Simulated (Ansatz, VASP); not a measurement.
Mg in VASP and in Ansatz

```
CELL_PARAMETERS angstrom
3.20930 0.00000 0.00000
-1.60465 2.77934 0.00000
0.00000 0.00000 5.21030
ATOMIC_POSITIONS crystal
Mg 0.66667 0.33333 0.75000
Mg 0.33333 0.66667 0.25000
```

Alike in both runs: task relaxation of cell and atoms; functional PBEsol; dispersion D4; k mesh 10 × 10 × 5; occupations fermi-dirac, width 0.05 eV; no spin polarisation.

|  | VASP | Ansatz |
| --- | --- | --- |
| version | VASP 6.6.1 | Ansatz 0.2.0 |
| potentials or method | VASP PAW PBE potentials, release 64 (Mg), cutoff 600 eV | all-electron LAPW, scalar-relativistic |

VASP gave:

```
relaxed volume (Å³/atom)                                     : 23.23
relaxed cell length with the largest relative difference (Å) : 5.320
energy change over the relaxation (meV/atom)                 : -3
```

Q: What did Ansatz give for the same quantities?

A: Relaxed volume (Å³/atom): 23.23; relaxed cell length with the largest relative difference (Å): 5.322; energy change over the relaxation (meV/atom): -3.

Ansatz ran all-electron here, so the differences hold the error of VASP's frozen core and of both bases.

Caveats: the PAW data sets were made with another functional, which shifts forces and pressure a little (VASP); pairwise dispersion overbinds metals, which lowers pressure and volume (VASP).
